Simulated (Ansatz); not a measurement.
# Ansatz 0.2.0, relaxation: SiNi

The input file (Ansatz 0.2.0, plane waves):

```yaml
crystal:
  lattice:
    - [3.30243114, 0.0, 0.0]
    - [0.0, 3.05336922, 0.0]
    - [0.0, 0.0, 4.73927873]
  atoms:
    - { symbol: Ni, position: [0.25, 0.25, 0.34422], spin: 2, spin_axis: [-0.95044, 0.24503, 0.19138] }
    - { symbol: Ni, position: [0.75, 0.75, 0.65578], spin: 2, spin_axis: [0.47383, 0.69407, -0.54199] }
    - { symbol: Si, position: [0.25, 0.25, 0.8423] }
    - { symbol: Si, position: [0.75, 0.75, 0.1577] }
  symmetry: { tolerance: 0.0003 }
kpoints:
  mp_grid: { grid: [5, 6, 4], shift: [0, 0, 0] }
magnetization:
  noncollinear: true
  spin_orbit: false
scf:
  occupations: { method: fermi_dirac }
  lower_state_search: "off"
hamiltonian:
  pseudopotentials: { kind: paw }
  xc: pbe
basis:
  ecutwfc: 420
  fft_grid_basis: typed
relax:
  max_steps: 60
  cell: { p_target: 0.0 }
  f_tol: 0.03
output:
  forces: true
  stress: true
  eigenvalues: true
  bader: true
  populations: true
  elf: true
  write_potential: true
  volumetric_format: npy
  dos:
    e_range: [-12, 8]
    de: 0.05
    projected: { site_lists: { Ni: [Ni], Si: [Si] } }
    method: { smearing: { sigma: 0.1, scheme: gaussian } }
checkpoint:
  read: saved_state
```

Run with:

```bash
ansatz run input.yaml --threads 2 --pin off --max-ram 3584MiB --backend cpu --events-out ev --progress --plain --runs-dir out
```

Origin of the cell: a database entry, scaled a little.

The smearing width isn't typed, so it takes its default of 0.1 eV.

The saved state is a converged single point of the same cell.

Steps («new basis» is an SCF on plane waves selected anew at the same cell):

```tsv
step	ΔF (meV/atom)	max force component (eV/Å)	P (GPa)	volume (Å³)	SCF iterations	step was
1	0.0	0.172	-3.61	47.79	15	accepted
2	-3.7	0.117	-1.51	47.22	7	accepted
3	-9.8	0.041	2.14	46.29	9	accepted
4	-10.3	0.079	2.74	46.05	8	accepted
5	-12.2	0.063	0.76	46.63	10	accepted
6	-12.3	0.030	0.17	46.71	8	accepted
7	-12.4	0.005	-0.03	46.78	9	accepted
8	-12.4	0.002	0.00	46.77	7	accepted
9	-12.4	0.002	0.04	46.77	7	new basis
10	-12.4	0.001	0.01	46.78	7	accepted
11	-12.4	0.001	0.01	46.78	4	new basis
```

The starting structure.

Space group Pmmn (No. 59); the run's cell has a = 3.302 Å, b = 3.053 Å, c = 4.739 Å, α = 90.00°, β = 90.00°, γ = 90.00°. Shortest distances: Ni–Si 2.36 Å, Ni–Ni 2.69 Å, Si–Si 2.70 Å.

The relaxed structure.

Space group Pmmn (No. 59); the run's cell has a = 3.074 Å, b = 3.215 Å, c = 4.732 Å, α = 90.00°, β = 90.00°, γ = 90.00°. Shortest distances: Ni–Si 2.36 Å, Si–Si 2.67 Å, Ni–Ni 2.68 Å.

```
CELL_PARAMETERS angstrom
3.07431 0.00000 0.00000
0.00000 3.21548 0.00000
0.00000 0.00000 4.73213
ATOMIC_POSITIONS crystal
Ni 0.25000 0.25000 0.34224
Ni 0.75000 0.75000 0.65776
Si 0.25000 0.25000 0.84377
Si 0.75000 0.75000 0.15623
```

| Property | Result |
| --- | --- |
| Free energy lowered by | 12.4 meV/atom |
| Volume change | -2.11 % |
| Final pressure | 0.01 GPa |
| Relaxation steps listed | 11 |
| Gap on the mesh | none (metal) |

Caveats: a starting moment was lost; the k mesh is coarse if the cell is a metal; the relaxation held the start's symmetry, so the end may be a saddle point; the run holds no moments, so a magnetic state may lie lower.

It ran for 270 s of wall time on 2 CPU thread(s) of a shared host, from a saved density.
